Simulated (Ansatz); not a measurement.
# Si: the cost of one run

Computed with Ansatz 0.2.0 (DFT, PBE, plane-wave PAW, default files, scalar-relativistic, as far as a step names no other, unless a step's input says otherwise).

### Step 1. Starting point

The structure is orthorhombic, space group Cmce (No. 64). The conventional cell has a = 7.920 Å, b = 4.759 Å, c = 4.736 Å, α = 90.00°, β = 90.00°, γ = 90.00°. Around Si (site symmetry m) lie 11 Si at 2.34 to 2.50 Å. Si (site symmetry 2) has 10 Si at 2.40 to 2.50 Å as nearest neighbours.

Coordinates:

```
Si
1.0
     3.96000   -2.37930    0.00000
     3.96000    2.37930    0.00000
     0.00000    0.00000    4.73610
Si
8
Cartesian
  3.9600 -1.5561 1.5345
  3.9600 -0.8232 3.9025
  3.9600 1.5561 3.2016
  3.9600 0.8232 0.8336
  1.7741 0.0000 0.0000
  2.1859 0.0000 2.3681
  6.1459 0.0000 0.0000
  5.7341 0.0000 2.3681
```

The earlier run gave: no gap over 0.1 eV on the mesh, largest force 0.472 eV/Å, pressure 44.6 GPa.

Like atoms gathered into sites:

```tsv
site	atoms	first shell	V_zz (10²¹ V/m²)	η	C_Q (MHz)
Si1	1, 2, 3, 4	11 Si at 2.34–2.50 Å	1.31	0.99	–
Si5	5, 6, 7, 8	10 Si at 2.40–2.50 Å	0.87	0.75	–
```

C_Q = eQV_zz/h, which is 24.18 MHz for Q = 1 b and V_zz = 10²¹ V/m²; η = (V_xx − V_yy)/V_zz. Quadrupole moments are those of Pyykkö's year-2017 table. A dash under C_Q marks elements without a common quadrupolar isotope.

### Step 2. Z stretched by +2 %, ions relaxed

Contents of input.yaml:

```yaml
crystal:
  lattice:
    - [3.96, -2.3793, 0.0]
    - [3.96, 2.3793, 0.0]
    - [0.0, 0.0, 4.830822]
  atoms:
    - { symbol: Si, position: [0.8245616566, 0.1754383434, 0.3249456277] }
    - { symbol: Si, position: [0.6754383434, 0.3245616566, 0.8249456277] }
    - { symbol: Si, position: [0.1754383434, 0.8245616566, 0.6750543723] }
    - { symbol: Si, position: [0.3245616566, 0.6754383434, 0.1750543723] }
    - { symbol: Si, position: [0.2182909058, 0.2182909058, 0.0] }
    - { symbol: Si, position: [0.2817090942, 0.2817090942, 0.5] }
    - { symbol: Si, position: [0.7817090942, 0.7817090942, 0.0] }
    - { symbol: Si, position: [0.7182909058, 0.7182909058, 0.5] }
kpoints:
  mp_grid: { grid: [12, 12, 10] }
scf:
  occupations: { method: fermi_dirac, width: 0.05 }
hamiltonian:
  xc: pbe
  pseudopotentials: { kind: paw }
output:
  forces: true
  stress: true
  populations: true
  efg: { contact_densities: true }
  write_density: true
  write_potential: true
  elf: true
  volumetric_format: npy
relax:
  f_tol: 0.02
  max_steps: 60
```

The run is started by

```sh
> ansatz run input.yaml --threads 1 --pin off --max-ram 3072MiB --backend cpu --events-out ev --progress --plain --runs-dir out
```

What time and memory should one allow on 1 thread of Intel Xeon 6975P-C (Granite Rapids), shared host?

About 53 s, with a peak of 0.85 GiB.
